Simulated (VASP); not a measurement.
ZrO2:

```
Zr O
1.0
     0.00000    2.53500    2.53500
     2.53500    0.00000    2.53500
     2.53500    2.53500    0.00000
Zr O
1 2
Direct
  0.00000 0.00000 0.00000
  0.25000 0.25000 0.25000
  0.75000 0.75000 0.75000
```

The cell was built by a generator and needn't be a form met in nature.

- Program: VASP 6.6.1
- Task: relaxation of cell and atoms
- Functional: LDA
- Potentials or basis: VASP PAW LDA potentials, release 64 (Zr_sv, O)
- Cutoff: 600 eV
- k mesh: 10 × 10 × 10
- Occupations: gaussian, width 0.02 eV
- Spin: no spin polarisation

At the start: pressure -6.1 GPa; volume 10.86 Å³/atom.

**Question.** Where does the relaxation end?

**Answer.** Over 3 steps the energy falls by 5.0 meV/atom and the volume is 10.61 Å³/atom (-2.3 %); space group Fm-3m (No. 225, to 0.05 Å).

Step by step:
```csv
step,energy change (eV),largest force (eV/Å),pressure (GPa),volume (Å³)
1,0.0000,0.0000,-6.12,32.58
2,0.0221,0.0000,10.70,30.66
3,-0.0150,0.0000,-0.03,31.82
```

Final structure:
```
Zr O
1.0
     0.00000    2.51509    2.51509
     2.51509    0.00000    2.51509
     2.51509    2.51509    0.00000
Zr O
1 2
Cartesian
  0.0000 0.0000 0.0000
  1.2575 1.2575 1.2575
  3.7726 3.7726 3.7726
```
